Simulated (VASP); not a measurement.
Wanted: the native input for a VASP 6.6.1 run.

```yaml
Task: single point
Functional: revPBE
Potentials_or_basis: VASP PAW PBE potentials, release 64 (Be)
Cutoff: 520 eV
k_mesh: 19 × 19 × 19
Occupations: fermi-dirac, width 0.1 eV
Spin: no spin polarisation
Dipole_correction: no
Further_INCAR_settings: ALGO = Fast; EDIFF = 1e-06; NBANDS = 7
```

The structure of Be lies in POSCAR:

```
Be
1.0
    0.0000000000      1.5699110892      1.5699110892
    1.5699110892      0.0000000000      1.5699110892
    1.5699110892      1.5699110892      0.0000000000
Be
1
Direct
    0.0000000000      0.0000000000      0.0000000000
```

This isn't the form of Be at room conditions, which is hcp.

These files were run (other wordings do the same):

INCAR

```
ALGO = Fast ; EDIFF = 1E-6
ENCUT = 520 ; GGA = RE
ISIF = 2 ; ISMEAR = -1
LASPH = T ; LCHARG = T
LELF = T ; LREAL = F
LVHAR = T ; LWAVE = F
NBANDS = 7 ; NELM = 60
PREC = Accurate ; SIGMA = 0.1
```

KPOINTS

```
k-points
0
Gamma
  19 19 19
```

Potentials or basis: VASP PAW PBE potentials, release 64 (Be).

Run with:

```sh
$ cat potpaw_PBE.64/Be/POTCAR > POTCAR
$ mpirun -np 1 vasp_std > vasp.out
```

It gave:

| Item | Value |
| --- | --- |
| Pressure | 5.1 GPa |
| Band gap on the k mesh | none (metal or under the smearing width) |

Caveat: the PAW data sets were made with another functional, which shifts forces and pressure a little.

Run time: 6.1 s on 1 thread of Intel(R) Xeon(R) Platinum 8559C (Emerald Rapids), on a shared host, peak memory 0.12 GiB.
